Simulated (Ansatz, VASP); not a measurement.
## Cross-check of SnTe2 between VASP and Ansatz

Aim: how closely do two programs agree when they are given the same cell, functional and k mesh? The cell is generated by rule, not measured, and may not be a known phase. The cell is taken from a series of runs on this material, whose earlier steps may have relaxed, scaled, displaced or heated it; both programs get it as it stands.

Method: plane waves, with VASP 6.6.1 beside it; PBE, in Ansatz 0.2.0.

The structure was built from a prototype and need not be the compound's stable phase.

## (1) Starting point

It takes space group P4_12_12 (No. 92, tetragonal). Conventional cell: a = 7.058 Å, b = 7.058 Å, c = 8.848 Å, α = 90.00°, β = 90.00°, γ = 90.00°. Nearest to Sn lie 6 Te at 2.97 to 3.13 Å. Nearest to Te lie 3 Sn at 2.97 to 3.13 Å. Farther neighbours and most contacts between anions are not listed.

## (2) VASP: single point, PBE, pair 1

With cell and atoms fixed, the geometry can't cause a difference; cores, projectors, grids and the points listed under the comparison can.

Lines of VASP's logs that name or quote its potential files are left out, and so is its time.

Contents of INCAR:

```
SYSTEM = SnTe2
PREC = Accurate
ENCUT = 500
EDIFF = 1E-06
NELM = 120
ISMEAR = 1
SIGMA = 0.2
LREAL = .FALSE.
ALGO = Normal
GGA = PE
NBANDS = 64
LORBIT = 11
LWAVE = .FALSE.
LCHARG = .FALSE.
ISIF = 2
LASPH = .TRUE.
GGA_COMPAT = .FALSE.
KPAR = 2
```

Contents of POSCAR:

```
SnTe2
1.0
    7.0577214653      0.0000000000      0.0000000000
    0.0000000000      7.0577214653      0.0000000000
    0.0000000000      0.0000000000      8.8481204969
Sn Te
4 8
Direct
    0.0260644469      0.9739355531      0.0000000000
    0.9739355531      0.0260644469      0.5000000000
    0.5260644469      0.5260644469      0.2500000000
    0.4739355531      0.4739355531      0.7500000000
    0.2436799269      0.3604586922      0.0161239503
    0.3604586922      0.2436799269      0.4838760497
    0.6395413078      0.7563200731      0.9838760497
    0.7563200731      0.6395413078      0.5161239503
    0.7436799269      0.1395413078      0.2338760497
    0.8604586922      0.2563200731      0.7661239503
    0.1395413078      0.7436799269      0.2661239503
    0.2563200731      0.8604586922      0.7338760497
```

Contents of KPOINTS:

```
Automatic mesh
0
Gamma
6 6 4
0 0 0
```

Potentials, in the order of the species: Sn_d and Te (PBE family, release 64).

Run with:

```console
$ mpirun -np 2 vasp_std
```

Numbers of over 12 decimals in the logs are rounded to 6 here.

The log of the run:

```text
[banner, memory and clock lines left out]
running    2 mpi-ranks, on    1 nodes
 distrk:  each k-point on    1 cores,    2 groups
 distr:  one band on    1 cores,    1 groups

 POSCAR found type information on POSCAR SnTe
 POSCAR found :  2 types and      12 ions
 LDA part: xc-table for (Slater+PW92), standard interpolation
 POSCAR, INCAR and KPOINTS ok, starting setup
 FFT: planning ... GRIDC
 FFT: planning ... GRID_SOFT
 FFT: planning ... GRID
 WAVECAR not read
 entering main loop
       N       E                     dE             d eps       ncg     rms          rms(c)
DAV:   1     0.951177075471E+03    0.95118E+03   -0.41918E+04  3840   0.165E+03
DAV:   2     0.115652675939E+03   -0.83552E+03   -0.81193E+03  3992   0.406E+02
DAV:   3    -0.294736404351E+02   -0.14513E+03   -0.14042E+03  4464   0.171E+02
DAV:   4    -0.399686036895E+02   -0.10495E+02   -0.10284E+02  4536   0.456E+01
DAV:   5    -0.403936509381E+02   -0.42505E+00   -0.42321E+00  5432   0.948E+00    0.119E+01
DAV:   6    -0.401513288613E+02    0.24232E+00   -0.65682E-01  4760   0.449E+00    0.821E+00
DAV:   7    -0.401645493725E+02   -0.13221E-01   -0.31894E-01  4688   0.225E+00    0.551E-01
DAV:   8    -0.401535932627E+02    0.10956E-01   -0.60246E-02  4696   0.142E+00    0.492E-01
DAV:   9    -0.401548388699E+02   -0.12456E-02   -0.56554E-03  4800   0.258E-01    0.731E-02
DAV:  10    -0.401549627837E+02   -0.12391E-03   -0.19942E-04  5336   0.614E-02    0.500E-02
DAV:  11    -0.401550201274E+02   -0.57344E-04   -0.77978E-05  3840   0.309E-02    0.109E-02
DAV:  12    -0.401550232166E+02   -0.30892E-05   -0.33836E-06  3392   0.106E-02    0.736E-03
DAV:  13    -0.401550242934E+02   -0.10768E-05   -0.12532E-06  2672   0.565E-03    0.356E-03
DAV:  14    -0.401550245742E+02   -0.28073E-06   -0.75277E-07  2520   0.430E-03
   1 F= -.40155025E+02 E0= -.40161916E+02  d E =0.206729E-01
```

From OUTCAR (step 2):

```text
ion  position               nearest neighbor table
   1  0.026  0.974  0.000-  11 2.97  12 2.97   9 3.10  10 3.10   5 3.13   7 3.13
   2  0.974  0.026  0.500-   9 2.97  10 2.97  11 3.10  12 3.10   6 3.13   8 3.13
   3  0.526  0.526  0.250-   7 2.97   8 2.97   5 3.10   6 3.10   9 3.13  11 3.13
   4  0.474  0.474  0.750-   5 2.97   6 2.97   7 3.10   8 3.10  10 3.13  12 3.13
   5  0.244  0.360  0.016-   4 2.97   3 3.10   1 3.13  10 3.57  11 3.57
   6  0.360  0.244  0.484-   4 2.97   3 3.10   2 3.13   9 3.57  12 3.57
   7  0.640  0.756  0.984-   3 2.97   4 3.10   1 3.13   9 3.57  12 3.57
   8  0.756  0.640  0.516-   3 2.97   4 3.10   2 3.13  10 3.57  11 3.57
   9  0.744  0.140  0.234-   2 2.97   1 3.10   3 3.13   6 3.57   7 3.57
  10  0.860  0.256  0.766-   2 2.97   1 3.10   4 3.13   5 3.57   8 3.57
  11  0.140  0.744  0.266-   1 2.97   2 3.10   3 3.13   5 3.57   8 3.57
  12  0.256  0.860  0.734-   1 2.97   2 3.10   4 3.13   6 3.57   7 3.57

  LATTYP: Found a simple tetragonal cell.
 ALAT       =     7.0577214653
 C/A-ratio  =     1.2536794687

 Subroutine GETGRP returns: Found  8 space group operations
 (whereof  2 operations were pure point group operations)

The static configuration has the point symmetry C_2 .
 The point group associated with its full space group is D_4 .

 Found     30 irreducible k-points:

   k-points           NKPTS =     30   k-points in BZ     NKDIM =     30   number of bands    NBANDS=     64

   dimension x,y,z NGX =    54 NGY =   54 NGZ =   70
   dimension x,y,z NGXF=   108 NGYF=  108 NGZF=  140

   ENCUT  =  500.0 eV  36.75 Ry    6.06 a.u.  12.87 12.87 16.13*2*pi/ulx,y,z

   NELECT =     104.0000    total number of electrons

 k-points in reciprocal lattice and weights: Automatic mesh
   0.00000000  0.00000000  0.00000000       0.007
   0.16666667  0.00000000  0.00000000       0.028
   0.33333333  0.00000000  0.00000000       0.028
   0.50000000  0.00000000  0.00000000       0.014
   0.16666667  0.16666667  0.00000000       0.028
   0.33333333  0.16666667  0.00000000       0.056
   0.50000000  0.16666667  0.00000000       0.028
   0.33333333  0.33333333  0.00000000       0.028
   0.50000000  0.33333333  0.00000000       0.028
[...]
0.50000000  0.33333333  0.50000000       0.028
   0.50000000  0.50000000  0.50000000       0.007

 average (electrostatic) potential at core
       1-102.6074       2-102.6074       3-102.6074       4-102.6074       5 -89.6576
       6 -89.6576       7 -89.6576       8 -89.6576       9 -89.6576      10 -89.6576
      11 -89.6576      12 -89.6576

 E-fermi :   4.5817

 k-point     1 :       0.0000    0.0000    0.0000
  band No.  band energies     occupation
    ...
     48       3.6056      2.00000
     49       3.7628      2.00000
     50       3.8344      2.00000
     51       4.2183      2.02757
     52       4.2183      2.02757
     53       5.0408     -0.00550
     54       5.1002     -0.00151
     55       5.2830     -0.00001
     56       5.2830     -0.00001
     57       6.8288     -0.00000
    ...

 k-point     2 :       0.1667    0.0000    0.0000
  band No.  band energies     occupation
    ...
     48       3.7143      2.00000
     49       3.7853      2.00000
     50       3.8857      2.00001
     51       4.2394      2.03610
     52       4.2706      2.05025
     53       4.8221     -0.07075
     54       5.0915     -0.00186
     55       5.3029     -0.00000
     56       5.3551     -0.00000
     57       6.8390     -0.00000
    ...

 k-point     3 :       0.3333    0.0000    0.0000
  band No.  band energies     occupation
    ...
     49       4.0613      2.00145
     50       4.1997      2.02115
     51       4.2442      2.03821
     52       4.3052      2.06479
     53       4.6170      0.70604
     54       5.0459     -0.00496
     55       5.3210     -0.00000
     56       5.3244     -0.00000
     57       6.7881     -0.00000
     58       6.7921     -0.00000
    ...

  Total       -3.1547524     -3.1547524     -4.2737152      0.0000000      0.0000000      0.0000000
  in kB      -11.4682145    -11.4682145    -15.5358889      0.0000000      0.0000000      0.0000000
  external PRESSURE =     -12.8241060 kB  Pullay stress =       0.0000000 kB

  energy-cutoff  :      500.00
  volume of cell :      440.74
      direct lattice vectors                 reciprocal lattice vectors
     7.057721465  0.000000000  0.000000000     0.141688788  0.000000000  0.000000000
     0.000000000  7.057721465  0.000000000     0.000000000  0.141688788  0.000000000
     0.000000000  0.000000000  8.848120497     0.000000000  0.000000000  0.113018352

 POSITION                                       TOTAL-FORCE (eV/Angst)
 -----------------------------------------------------------------------------------
      0.18396      6.87377      0.00000        -0.148807      0.148807     -0.000000
      6.87377      0.18396      4.42406         0.148807     -0.148807     -0.000000
      3.71282      3.71282      2.21203        -0.148807     -0.148807     -0.000000
      3.34491      3.34491      6.63609         0.148807      0.148807     -0.000000
      1.71983      2.54402      0.14267        -0.099110     -0.144259      0.053231
      2.54402      1.71983      4.28139        -0.144259     -0.099110     -0.053231
      4.51370      5.33790      8.70545         0.144259      0.099110     -0.053231
      5.33790      4.51370      4.56673         0.099110      0.144259      0.053231
      5.24869      0.98484      2.06936        -0.099110      0.144259     -0.053231
      6.07288      1.80904      6.77876        -0.144259      0.099110      0.053231
      0.98484      5.24869      2.35470         0.144259     -0.099110      0.053231
      1.80904      6.07288      6.49342         0.099110     -0.144259     -0.053231
 -----------------------------------------------------------------------------------
    total drift:                               -0.000000      0.000000     -0.000000

  FREE ENERGIE OF THE ION-ELECTRON SYSTEM (eV)
  ---------------------------------------------------
  free  energy   TOTEN  =       -40.1550245742 eV

  energy  without entropy=      -40.1756974510  energy(sigma->0) =      -40.16191553

 total charge
# of ion       s       p       d       tot
------------------------------------------
    1        1.219   0.859  10.004  12.081
    2        1.219   0.859  10.004  12.081
    3        1.219   0.859  10.004  12.081
    4        1.219   0.859  10.004  12.081
    5        1.407   1.880   0.023   3.311
    6        1.407   1.880   0.023   3.311
    7        1.407   1.880   0.023   3.311
    8        1.407   1.880   0.023   3.311
    9        1.407   1.880   0.023   3.311
   10        1.407   1.880   0.023   3.311
   11        1.407   1.880   0.023   3.311
   12        1.407   1.880   0.023   3.311
--------------------------------------------------
tot         16.135  18.478  40.197  74.810

[... 3 further parts left out ...]
```

The run ends at a pressure of -1.28 GPa, with forces up to 0.21 eV/Å.

## (3) Ansatz: single point, PBE, pair 1

Ansatz runs on its default PAW (the set named soft_2) files.

The same cell, functional, mesh and smearing now go to Ansatz, which takes its cutoff from its data sets.

Contents of input.yaml:

```yaml
crystal:
  lattice:
    - [7.0577214653, 0.0, 0.0]
    - [0.0, 7.0577214653, 0.0]
    - [0.0, 0.0, 8.8481204969]
  atoms:
    - { symbol: Sn, position: [0.0260644469, -0.0260644469, 0.0] }
    - { symbol: Sn, position: [-0.0260644469, 0.0260644469, 0.5] }
    - { symbol: Sn, position: [0.5260644469, 0.5260644469, 0.25] }
    - { symbol: Sn, position: [0.4739355531, 0.4739355531, 0.75] }
    - { symbol: Te, position: [0.2436799269, 0.3604586922, 0.0161239503] }
    - { symbol: Te, position: [0.3604586922, 0.2436799269, 0.4838760497] }
    - { symbol: Te, position: [0.6395413078, 0.7563200731, -0.0161239503] }
    - { symbol: Te, position: [0.7563200731, 0.6395413078, 0.5161239503] }
    - { symbol: Te, position: [0.7436799269, 0.1395413078, 0.2338760497] }
    - { symbol: Te, position: [0.8604586922, 0.2563200731, 0.7661239503] }
    - { symbol: Te, position: [0.1395413078, 0.7436799269, 0.2661239503] }
    - { symbol: Te, position: [0.2563200731, 0.8604586922, 0.7338760497] }
kpoints:
  mp_grid: { grid: [6, 6, 4] }
hamiltonian:
  xc: pbe
scf:
  occupations: { method: methfessel_paxton, width: 0.2 }
output:
  forces: true
  stress: true
  eigenvalues: true
```

Run with:

```console
$ ansatz run input.yaml --threads 4 --pin off --max-ram 14336MiB --backend cpu --events-out ev --progress --plain --runs-dir out
```

The log of the run:

```text
Engine: ansatz 0.2.0, aarch64-unknown-linux-gnu
Pseudopotentials: kind: paw
Pseudopotential: Sn, paw, valence charge 14, recommended cutoff 420 eV (normal), Sn.paw.azcp
Pseudopotential: Te, paw, valence charge 16, recommended cutoff 420 eV (normal), Te.paw.azcp
Functional definition: PBE
  parameter kappa = 0.804
  parameter beta = 0.066725
  exchange = pbe_x(kappa = kappa, mu = beta*pi^2/3)
  correlation = pbe_c(beta = beta)
Crystal: 12 atoms, lattice volume = 440.738 Å³
Basis set: ecut = 420 eV, 8609 PW (Γ), exchange–correlation on 96×96×120 points (8 copies of the dense FFT grid, shifted against one another)
Bands: 111, of which v1, the nominal top of the filled ones, is band 92 counted from 1 (91 counted from 0)
Symmetry: 8 space group operations
Space group: P41212 (ITA 92), of the structure as read, at distance tolerance 7.6e-5 Å
k-points: 30 of 144 (time reversal used)
Non-local potential: Sn, projectors of the file, l = 0: 2, l = 1: 2, l = 2: 2, l = 3: 2
Non-local potential: Te, projectors of the file, l = 0: 2, l = 1: 2, l = 2: 2, l = 3: 2
PAW form: soft (Blöchl's): semilocal exchange-correlation on the pseudo side does not see the compensation charge
PAW one-centre angular grid: Sn, 590 points (default); XC on 64 Gauss nodes
PAW one-centre angular grid: Te, 590 points (default); XC on 64 Gauss nodes
Initial density: superposition of atomic densities (neutral atoms: chi_scale 0, normalization atom), corrected by the library's trained network
Initial wavefunctions: pseudopotential atomic-orbital guess
Functional: x = pbe(κ = 0.804, μ = 0.219515), c = pbe(β = 0.066725)
SCF iter   1: F=—  HF=-79936.140558 eV  |F-HF|=—  |Δ(HF+E_count)|=         —  Δρ=1.76e-3  dr2=9.87e-3  ethr=1.77e-3  ⟨swp⟩=7.2  Hψ=13048  notcnv=0
preconditioner: auto → LDOS  [metal: Δε(μ)=0.004 eV  Ē_g=7.897 eV  σ=0.200 eV  W_gap=0.02  n_scr=98 (ndim 8)  ℏωp=14.2 eV  f_vac=0.077  D(μ)=5.98/eV (n_scr^D=28)  β→1.0]
SCF iter   2: F=—  HF=-79936.140220 eV  |F-HF|=—  |Δ(HF+E_count)|=   3.38e-4  S|Δr|=    0.00e0  Δρ=6.87e-4  dr2=1.88e-3  ethr=5.37e-6  ⟨swp⟩=2.2  Hψ=6616  notcnv=0
SCF iter   3: F=—  HF=-79936.139659 eV  |F-HF|=—  |Δ(HF+E_count)|=   5.61e-4  S|Δr|=    0.00e0  Δρ=3.15e-4  dr2=4.08e-4  ethr=1.02e-6  ⟨swp⟩=2.1  Hψ=5846  notcnv=0
SCF iter   4: F=—  HF=-79936.139508 eV  |F-HF|=—  |Δ(HF+E_count)|=   1.52e-4  S|Δr|=    0.00e0  Δρ=9.74e-5  dr2=3.55e-5  ethr=2.22e-7  ⟨swp⟩=3.0  Hψ=7260  notcnv=0
SCF iter   5: F=—  HF=-79936.139507 eV  |F-HF|=—  |Δ(HF+E_count)|=   1.06e-6  S|Δr|=    0.00e0  Δρ=2.67e-5  dr2=3.17e-6  ethr=1.93e-8  ⟨swp⟩=2.0  Hψ=5836  notcnv=0
SCF iter   6: F=—  HF=-79936.139506 eV  |F-HF|=—  |Δ(HF+E_count)|=   8.18e-7  S|Δr|=    0.00e0  Δρ=5.68e-6  dr2=1.29e-7  ethr=1.72e-9  ⟨swp⟩=2.0  Hψ=4641  notcnv=0
SCF iter   7: F=-79936.139506 eV  HF=-79936.139506 eV  |F-HF|=1.67e-9  |Δ(HF+E_count)|=   2.19e-8  S|Δr|=    0.00e0  Δρ=1.13e-6  dr2=5.52e-9  ethr=5.43e-11  ⟨swp⟩=11.3  Hψ=15787  notcnv=0
SCF 1 converged in 7 iterations: F = -79936.139506 eV  dr2 = 5.52e-9
  greatest PAW one-centre occupation: 0.998 electrons in one spin orbital (limit 2), on the Te atom at site 10 (counted from 0), in its partial waves of l = 2
SCF converged after 7 iterations
Stability not checked: this state was not tested for a lower state beside it, because cold or Methfessel-Paxton smearing, or corrected tetrahedra, fill the levels in a way that the test cannot read (fill_not_monotonic; see scf.lower_state_search)
Free energy (F): -79936.139506 eV
Harris-Foulkes:  -79936.139506 eV  (|F-HF|=1.67e-9)
Internal energy: -79936.160306 eV  (E = F + TS)
E sigma→0 (E₀):  -79936.144706 eV
Entropy (-TS):   0.020800 eV (1.733 meV/atom)
Fermi energy:    6.998373 eV
--- Per-component energies (eV) ---
  E_band       = -2799.764524
  E_kinetic    = 2177.204577
  E_local      = -15892.288980  (includes V_loc(G=0)·N_el)
  E_nonlocal   = -2611.263238
  E_hartree    = 9597.299500
  E_xc         = -2515.757717
  E_vxc        = -1205.202752  (∫ρ·V_xc dr)
  E_paw        = -53845.185955  (= ΣΔE_a)
  E_vpaw       = -4462.808985  (= ΣTr[D̂ρ^β])
  E_aug_tail   = -0.001467  (compensation charges beyond the density's cutoff)
  E_ewald      = -16846.167028
  E_smearing   = 0.020800  (= −TS)
  E_closure    = 0.000000  (closes the sum)
  Σ components = -79936.139506   (vs F -79936.139506, Δ=0.00e0)
--- Forces (eV/Å), atoms counted from 1 ---
  atom   1  Sn    -0.14655789     0.14655789    -0.00000000
  atom   2  Sn     0.14655789    -0.14655789     0.00000000
  atom   3  Sn    -0.14655789    -0.14655789     0.00000000
  atom   4  Sn     0.14655789     0.14655789     0.00000000
  atom   5  Te    -0.09703579    -0.14425557     0.05168939
  atom   6  Te    -0.14425557    -0.09703579    -0.05168939
  atom   7  Te     0.14425557     0.09703579    -0.05168939
  atom   8  Te     0.09703579     0.14425557     0.05168939
  atom   9  Te    -0.09703579     0.14425557    -0.05168939
  atom  10  Te    -0.14425557     0.09703579     0.05168939
  atom  11  Te     0.14425557    -0.09703579     0.05168939
  atom  12  Te     0.09703579    -0.14425557    -0.05168939
  max |Σ_I F_I| component: 5.55e-17 eV/Å
--- Stress (GPa, compression-positive) ---
       -1.128188       0.000000       0.000000
        0.000000      -1.128188       0.000000
        0.000000       0.000000      -1.550394
  P = ⅓ Tr σ = -1.2689 GPa (-12.689 kbar)
--- Band table (eV; the first three rows and the last of 30) ---
  k-point 0: bands = [... 88 lower, 6.1804, 6.2570, 6.6344, 6.6344, 7.4564, 7.5181, 7.7011, 7.7011, ... 15 higher]
  k-point 1: bands = [... 88 lower, 6.2492, 6.3902, 6.4133, 7.1570, 7.3258, 7.7056, 7.7354, 8.0117, ... 15 higher]
  k-point 2: bands = [... 88 lower, 6.3968, 6.3968, 6.5808, 6.5808, 7.7031, 7.7031, 7.9641, 7.9641, ... 15 higher]
  k-point 29: bands = [... 88 lower, 6.9953, 6.9953, 6.9953, 6.9953, 7.2244, 7.2244, 7.2244, 7.2244, ... 15 higher]
```

Reading the cycles: dr2 is the Hartree energy of the density residual (eV), the measure of convergence; HF is the Harris–Foulkes estimate of the energy, which meets the free energy F at convergence.

The run ends at a pressure of -1.27 GPa, with forces up to 0.21 eV/Å.

## (4) Side by side

Known differences besides the potentials themselves: the data sets hold 184 valence electrons in Ansatz (on its default PAW (the set named soft_2) files) and 104 in VASP; the cutoff is 420 eV in Ansatz and 500 eV in VASP. Total energies have different zeros and are not compared.

Compared:

```
      quantity  Ansatz   VASP  difference
pressure (GPa)   -1.27  -1.28       +0.01
```

Forces on 7 of the 12 atoms, those with the largest forces and the largest differences (eV/Å; atoms numbered as in POSCAR):

```
atom          Ansatz x, y, z            VASP x, y, z
 Sn1    -0.147, 0.147, 0.000    -0.149, 0.149, 0.000
 Sn2    0.147, -0.147, 0.000    0.149, -0.149, 0.000
 Sn3   -0.147, -0.147, 0.000   -0.149, -0.149, 0.000
 Sn4     0.147, 0.147, 0.000     0.149, 0.149, 0.000
 Te5   -0.097, -0.144, 0.052   -0.099, -0.144, 0.053
 Te6  -0.144, -0.097, -0.052  -0.144, -0.099, -0.053
 Te7    0.144, 0.097, -0.052    0.144, 0.099, -0.053
```

The forces differ by 1.6 meV/Å r.m.s., which is 1.5 % of the r.m.s. force of 0.111 eV/Å (both taken over all components).

(Part 1 of 2 ends here.)

[Lines on the potential files, build, host, timing and source positions are cut from VASP's logs without a mark.]

[Logs are printed without paths, hosts, clocks, repeated set-up lines and the standing remarks that a program may print on its own settings, such as how far it seeks lower states.]

[Hosts, paths, dates, database ids (printed as entryN), source tags and the programs' standing remarks are cut or masked in the printed files.]
